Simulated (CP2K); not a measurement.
# CdTe (F-43m) in CP2K: notebook, part 2 of 3

CP2K 2026.2.

**3. Single point, RPBE**

File cdte_scf.inp:

```
&GLOBAL
  PROJECT cdte_scf
  RUN_TYPE ENERGY_FORCE
  PRINT_LEVEL LOW
&END GLOBAL
&FORCE_EVAL
  METHOD QS
  STRESS_TENSOR ANALYTICAL
  &DFT
    BASIS_SET_FILE_NAME BASIS_MOLOPT_UZH
    POTENTIAL_FILE_NAME POTENTIAL_UZH
    &MGRID
      CUTOFF 675
      REL_CUTOFF 60
      NGRIDS 4
    &END MGRID
    &QS
      METHOD GPW
      EPS_DEFAULT 1.0E-9
    &END QS
    &KPOINTS
      SCHEME MONKHORST-PACK 7 7 7
      GAMMA_CENTERED T
      SYMMETRY T
      SYMMETRY_BACKEND SPGLIB
    &END KPOINTS
    &SCF
      SCF_GUESS ATOMIC
      EPS_SCF 1.0E-6
      MAX_SCF 100
      ADDED_MOS 10
      CHOLESKY OFF
      EPS_EIGVAL 1.0E-7
      &DIAGONALIZATION ON
        ALGORITHM STANDARD
      &END DIAGONALIZATION
      &MIXING ON
        METHOD BROYDEN_MIXING
        ALPHA 0.4
        BETA 1.5
        NBUFFER 8
      &END MIXING
      &SMEAR ON
        METHOD FERMI_DIRAC
        ELECTRONIC_TEMPERATURE [K] 580.226
      &END SMEAR
    &END SCF
    &XC
      &XC_FUNCTIONAL
        &GGA_X_RPBE
        &END GGA_X_RPBE
        &GGA_C_PBE
        &END GGA_C_PBE
      &END XC_FUNCTIONAL
    &END XC
    &PRINT
      &KPOINTS ON
      &END KPOINTS
      &MULLIKEN ON
      &END MULLIKEN
      &MO ON
        ENERGIES T
        OCCUPATION_NUMBERS T
        &EACH
          QS_SCF 0
        &END EACH
        ADD_LAST NUMERIC
      &END MO
      &E_DENSITY_CUBE ON
        STRIDE 1
      &END E_DENSITY_CUBE
      &V_HARTREE_CUBE ON
        STRIDE 1
      &END V_HARTREE_CUBE
      &ELF_CUBE ON
        STRIDE 1
      &END ELF_CUBE
    &END PRINT
  &END DFT
  &SUBSYS
    &CELL
      ABC 4.5325544674 4.5325544674 4.5325544674
      ALPHA_BETA_GAMMA 60.0000000004 59.9999999999 60.0000000000
      PERIODIC XYZ
    &END CELL
    &COORD
      SCALED
      Te  0.7500000000 0.7500000000 0.7500000000
      Cd  0.0000000000 0.0000000000 0.0000000000
    &END COORD
    &KIND Te
      BASIS_SET TZVP-MOLOPT-PBE-GTH-q6
      POTENTIAL GTH-PBE-q6
    &END KIND
    &KIND Cd
      BASIS_SET TZVP-MOLOPT-PBE-GTH-q12
      POTENTIAL GTH-PBE-q12
    &END KIND
    &PRINT
      &ATOMIC_COORDINATES ON
      &END ATOMIC_COORDINATES
      &CELL ON
      &END CELL
    &END PRINT
  &END SUBSYS
  &PRINT
    &FORCES ON
    &END FORCES
    &STRESS_TENSOR ON
    &END STRESS_TENSOR
  &END PRINT
&END FORCE_EVAL
```

Potentials or basis: POTENTIAL_UZH Te GTH-PBE-q6, Cd GTH-PBE-q12; TZVP-MOLOPT-PBE-GTH basis.

Launch:

```
$ OMP_NUM_THREADS=1 cp2k.psmp -i cdte_scf.inp -o cdte_scf.out
```

cdte_scf.out:

```text

 CP2K| version string:                                       CP2K version 2026.2
 CP2K| Input file name                                              cdte_scf.inp

 GLOBAL| Force Environment number                                              1
 GLOBAL| Basis set file name                                    BASIS_MOLOPT_UZH
 GLOBAL| Potential file name                                       POTENTIAL_UZH
 GLOBAL| MM Potential file name                                     MM_POTENTIAL
 GLOBAL| Coordinate file name                                      __STD_INPUT__
 GLOBAL| Method name                                                        CP2K
 GLOBAL| Project name                                                   cdte_scf
 GLOBAL| Run type                                                   ENERGY_FORCE
 GLOBAL| FFT library                                                       FFTW3
 GLOBAL| Diagonalization library                                       ScaLAPACK
 GLOBAL| Cholesky decomposition library                                ScaLAPACK
 GLOBAL| DGEMM library                                                      BLAS
 GLOBAL| Direct generalized diagonalization requested                          F
 GLOBAL| Matrix multiplication library                                 ScaLAPACK
 GLOBAL| Global print level                                                  LOW
 GLOBAL| Total number of message passing processes                             1
 GLOBAL| Number of threads for this process                                    1
 GLOBAL| CPU model name                                                  UNKNOWN

 CELL| Volume [angstrom^3]:                                            65.843680
 CELL| Vector a [angstrom]:       4.533     0.000     0.000   |a| =     4.532554
 CELL| Vector b [angstrom]:       2.266     3.925     0.000   |b| =     4.532554
 CELL| Vector c [angstrom]:       2.266     1.308     3.701   |c| =     4.532554
 CELL| Angle (b,c), alpha [degree]:                                    60.000000
 CELL| Angle (a,c), beta  [degree]:                                    60.000000
 CELL| Angle (a,b), gamma [degree]:                                    60.000000
 CELL| Numerically orthorhombic:                                              NO
 CELL| Periodicity                                                           XYZ

 CELL_REF| Volume [angstrom^3]:                                        65.843680
 CELL_REF| Vector a [angstrom     4.533     0.000     0.000   |a| =     4.532554
 CELL_REF| Vector b [angstrom     2.266     3.925     0.000   |b| =     4.532554
 CELL_REF| Vector c [angstrom     2.266     1.308     3.701   |c| =     4.532554
 CELL_REF| Angle (b,c), alpha [degree]:                                60.000000
 CELL_REF| Angle (a,c), beta  [degree]:                                60.000000
 CELL_REF| Angle (a,b), gamma [degree]:                                60.000000
[... 130 lines left out ...]
  Hartree energy:                                              17.96166495687214
  Exchange-correlation energy:                                 -8.51329135552601
  Electronic entropic energy:                                  -0.00000001898148
  Fermi energy:                                                 0.14792561944240

  Total energy:                                               -54.29461644167742
  Total energy (extrapolated to T->0):                        -54.29461643218668

 MO| EIGENVALUES AND OCCUPATION NUMBERS FOR K POINT 1
 MO|
 MO|  Index      Eigenvalue [a.u.]        Eigenvalue [eV]             Occupation
 MO|      1              -0.274077              -7.458026               2.000000
 MO|      2              -0.180110              -4.901033               2.000000
 MO|      3              -0.180110              -4.901031               2.000000
 MO|      4              -0.171687              -4.671829               2.000000
 MO|      5              -0.171687              -4.671828               2.000000
 MO|      6              -0.160215              -4.359672               2.000000
[... 343 lines left out ...]
 MO|     18               0.714301              19.437114               0.000000
 MO|     19               0.714318              19.437582               0.000000
 MO| Sum:                                                              18.000000
 MO| E(Fermi):            0.147926 a.u.          4.025261 eV

 [... the levels of further k-points ...]

 The electron density is written in Cube    file format to the file:

 cdte_scf-ELECTRON_DENSITY-1_0.cube

 !-----------------------------------------------------------------------------!
                     Mulliken Population Analysis

 #  Atom  Element  Kind  Atomic population                           Net charge
       1     Te       1          6.705738                             -0.705738
       2     Cd       2         11.294262                              0.705738
 # Total charge                             18.000000                  0.000000

 !-----------------------------------------------------------------------------!

               ----- ELF is computed on the real space grid -----

 ELF is written in Cube    file format to the file:

 cdte_scf-ELF_S1-1_0.cube

 ENERGY| Total FORCE_EVAL ( QS ) energy [hartree]            -54.294614827752198

 FORCES| Atomic forces [hartree/bohr]
 FORCES|   Atom     x               y               z               |f|
 FORCES|      1 -6.39665161E-09  8.80030732E-09 -2.81556591E-06   2.81558693E-06
 FORCES|      2  6.27628130E-09 -8.86959842E-09  2.81551915E-06   2.81554012E-06
 FORCES| Sum    -1.20370309E-10 -6.92911077E-11 -4.67557532E-11
 FORCES| Total atomic force                                       1.46548181E-10

 STRESS| Analytical stress tensor [bar]
 STRESS|                        x                   y                   z
 STRESS|      x        6.11220979808E+04   1.65867818771E-02  -1.65443016915E-02
 STRESS|      y        1.65867818771E-02   6.11086635134E+04  -1.13276234224E-01
 STRESS|      z       -1.65443016915E-02  -1.13276234224E-01   6.11185063911E+04
 STRESS| 1/3 Trace                                             6.11164226284E+04
 STRESS| Determinant                                           2.28283104846E+14

 STRESS| Eigenvectors and eigenvalues of the analytical stress tensor [bar]
 STRESS|                        1                   2                   3
 STRESS| Eigenvalues   6.11086621899E+04   6.11185076166E+04   6.11220980788E+04
 STRESS|      x          -0.001220273895      0.004660738161      0.999988394158
 STRESS|      y           0.999933081314     -0.011498275258      0.001273797469
 STRESS|      z           0.011504078647      0.999923030631     -0.004646395225
```

It took 22 s on 1 thread of Arm Neoverse V2, shared host; peak memory 0.4 GiB.

Results:

- Free energy: -1477.4316 eV
- Pressure: 6.1 GPa
- Band gap on the k mesh: 1.01 eV, direct
- Mulliken charges: Te -0.71; Cd +0.71 e

Levels at points of the mesh, in eV from the valence-band top:
```
           k point  band 6  band 7  band 8  band 9  band 10  band 11  band 12  band 13
(0.00, 0.00, 0.00)   -8.17    0.00    0.00    0.00     1.01     4.86     4.86     4.86
```

Caveat: Mulliken charges move with the basis; the potentials were made for another functional, which shifts forces and pressure; spin-orbit coupling is left out, which moves the levels of the heavy elements; the basis of atomic orbitals isn't converged, which shifts pressures, moduli and gaps.

**4. Single point, revPBE**

cdte_scf.inp, as its differences from that of step 3:

```diff
@@ -49,4 +49,4 @@
       &XC_FUNCTIONAL
-        &GGA_X_RPBE
-        &END GGA_X_RPBE
+        &GGA_X_PBE_R
+        &END GGA_X_PBE_R
         &GGA_C_PBE
```

Launch:

```
$ OMP_NUM_THREADS=1 cp2k.psmp -i cdte_scf.inp -o cdte_scf.out
```

It took 22 s on 1 thread of Arm Neoverse V2, shared host; peak memory 0.4 GiB.

It converged, with:

```yaml
Free_energy: -1477.2306 eV
Pressure: 5.8 GPa
Band_gap_on_the_k_mesh: 0.97 eV, direct
Mulliken_charges: Te -0.68; Cd +0.68 e
```

Levels at points of the mesh, in eV from the valence-band top:
```csv
k point,band 6,band 7,band 8,band 9,band 10,band 11,band 12,band 13
"(0.00, 0.00, 0.00)",-8.17,0.00,0.00,0.00,0.97,4.84,4.84,4.84
```

Caveat: Mulliken charges move with the basis; the potentials were made for another functional, which shifts forces and pressure; spin-orbit coupling is left out, which moves the levels of the heavy elements; the basis of atomic orbitals isn't converged, which shifts pressures, moduli and gaps.

**5. Single point, BLYP**

cdte_scf.inp, as its differences from that of step 4:

```diff
@@ -48,7 +48,3 @@
     &XC
-      &XC_FUNCTIONAL
-        &GGA_X_PBE_R
-        &END GGA_X_PBE_R
-        &GGA_C_PBE
-        &END GGA_C_PBE
+      &XC_FUNCTIONAL BLYP
       &END XC_FUNCTIONAL
```

Launch:

```
$ OMP_NUM_THREADS=1 cp2k.psmp -i cdte_scf.inp -o cdte_scf.out
```

It took 23 s on 1 thread of Arm Neoverse V2, shared host; peak memory 0.41 GiB.

Results (log left out):

* Free energy: -1473.9783 eV
* Pressure: 7.6 GPa
* Band gap on the k mesh: 0.89 eV, direct
* Mulliken charges: Te -0.54; Cd +0.54 e

Levels at points of the mesh, in eV from the valence-band top:
```csv
k point,band 6,band 7,band 8,band 9,band 10,band 11,band 12,band 13
"(0.00, 0.00, 0.00)",-8.26,0.00,0.00,0.00,0.89,4.85,4.85,4.85
```

Caveat: Mulliken charges move with the basis; the potentials were made for another functional, which shifts forces and pressure; spin-orbit coupling is left out, which moves the levels of the heavy elements; the basis of atomic orbitals isn't converged, which shifts pressures, moduli and gaps.

[end of part 2 of 3]
